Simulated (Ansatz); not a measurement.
**TaN: do energies and stresses tell the same story?**

Computed with DFT PBE, scalar-relativistic, plane waves, PAW (Ansatz 0.2.0).

Settings: cutoff 420 eV, Γ-centred mesh 18×18×8 on the computed 4-atom cell, Gaussian smearing of 0.10 eV; no spin polarisation.

Relaxed cell: P6_3/mmc, a = 2.917 Å, b = 2.917 Å, c = 5.915 Å, α = 90.00°, β = 90.00°, γ = 120.00°, 4 atoms in the primitive cell. This form isn't the usual stable structure of the compound.

Energies at zero smearing and pressures from the stress tensor, at volumes with shape and atoms relaxed:
| V (Å³/atom) | E − E(first) (meV/atom) | P (GPa) |
| --- | --- | --- |
| 9.590 | 0.00 | 54.85 |
| 9.917 | -93.90 | 37.67 |
| 10.244 | -155.43 | 23.05 |
| 10.571 | -189.40 | 10.61 |
| 10.898 | -199.90 | 0.01 |
| 11.225 | -190.44 | -9.02 |
| 11.552 | -163.96 | -16.70 |
| 11.987 | -106.55 | -25.17 |

Q: Check P = −dE/dV between neighbouring volumes, and get the bulk modulus from the pressures alone.

A: With 1 eV/Å³ = 160.2 GPa:
```csv
middle V (Å³/atom),−ΔE/ΔV (GPa),mean P (GPa)
9.753,46.019,46.263
10.080,30.152,30.363
10.407,16.649,16.830
10.734,5.146,5.305
11.061,-4.638,-4.507
11.388,-12.976,-12.858
11.769,-21.103,-20.935
```

The two differ by 0.24 GPa at most. The mean of two end pressures misses the average over a step by about ΔV² P″/12, up to 0.23 GPa here; with that taken off 0.02 GPa remains. Around V = 10.898 Å³/atom, the two neighbours give B = −V ΔP/ΔV = 10.898 × 19.63 / 0.654 = 327.1 GPa, against B0 = 325.3 GPa from the Birch–Murnaghan fit of the energies.

Spin–orbit coupling is left out, which can shift energies with elements as heavy as these.